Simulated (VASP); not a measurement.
Crystal: PtS2.

```
Pt S
1.0
     3.54320    0.00000    0.00000
    -1.77160    3.06850    0.00000
     0.00000    0.00000    5.03880
Pt S
1 2
Direct
  0.00000 0.00000 0.00000
  0.66667 0.33333 0.77300
  0.33333 0.66667 0.22700
```

| Quantity | Value |
| --- | --- |
| Program | VASP 6.6.1 |
| Task | relaxation of cell and atoms |
| Functional | BLYP |
| Potentials or basis | VASP PAW PBE potentials, release 64 (Pt, S) |
| Cutoff | 600 eV |
| k mesh | 9 × 9 × 5 |
| Occupations | fermi-dirac, width 0.05 eV |
| Spin | no spin polarisation |

At the start: pressure 19.4 GPa; volume 18.26 Å³/atom.

**Question.** How do energy, volume and symmetry change on relaxing?

**Answer.** Over 37 steps the energy falls by 173.5 meV/atom and the volume is 26.75 Å³/atom (+46.5 %); space group P-3m1 (No. 164, to 0.05 Å).

Step by step:
```csv
step,energy change (eV),largest force (eV/Å),pressure (GPa),volume (Å³)
1,0.0000,1.8526,19.45,54.78
2,0.4140,1.7759,-13.90,74.29
3,-0.4131,0.1680,-0.67,61.71
4,-0.4146,0.0922,0.04,61.35
5,-0.4146,0.0628,0.32,61.21
6,-0.4262,0.1235,0.33,61.55
7,-0.4433,0.3058,0.37,62.49
8,-0.4561,0.2407,0.38,63.31
9,-0.4823,0.0408,0.61,65.70
10,-0.4891,0.4205,1.77,70.51
11,-0.4927,0.3798,1.41,71.18
12,-0.4995,0.2664,0.39,73.21
13,-0.4977,0.0669,-1.27,77.35
14,-0.5007,0.1755,-0.41,75.17
15,-0.5042,0.1538,-0.37,75.32
16,-0.5124,0.0891,-0.24,75.79
17,-0.5185,0.0394,0.03,76.67
18,-0.5185,0.0307,0.01,76.61
19,-0.5185,0.0266,0.00,76.59
20,-0.5185,0.0208,0.04,76.60
21,-0.5186,0.0028,0.15,76.64
22,-0.5186,0.0060,0.20,76.66
23,-0.5186,0.0065,0.20,76.67
24,-0.5187,0.0076,0.20,76.70
25,-0.5187,0.0097,0.21,76.77
26,-0.5188,0.0141,0.22,76.90
27,-0.5190,0.0230,0.23,77.16
28,-0.5193,0.0418,0.26,77.68
29,-0.5194,0.0826,0.34,78.72
30,-0.5196,0.0739,0.27,78.93
31,-0.5199,0.0495,0.08,79.54
32,-0.5197,0.0031,-0.31,80.77
33,-0.5199,0.0325,-0.07,80.01
34,-0.5199,0.0354,-0.05,79.94
35,-0.5200,0.0310,-0.05,79.97
36,-0.5203,0.0180,-0.04,80.07
37,-0.5205,0.0076,-0.03,80.26
```

Final structure:
```yaml
crystal:
  lattice:
    - [3.64266, 0.00000, 0.00000]
    - [-1.82133, 3.15464, 0.00000]
    - [0.00000, 0.00000, 6.98477]
  atoms:
    - { symbol: Pt, position: [0.00000, 0.00000, 0.00000] }
    - { symbol: S, position: [0.66667, 0.33333, 0.82124] }
    - { symbol: S, position: [0.33333, 0.66667, 0.17876] }
```

Caveat: the volume moved by over 15 % at a fixed basis, so the end points are rough; the PAW data sets were made with another functional, which shifts forces and pressure a little; this functional lacks dispersion, which binds the layers, so the pressure and a relaxed spacing across them are unreliable, and here the layers came unbound; the volume moved by +47 % from the deposited cell, more than functionals usually miss.
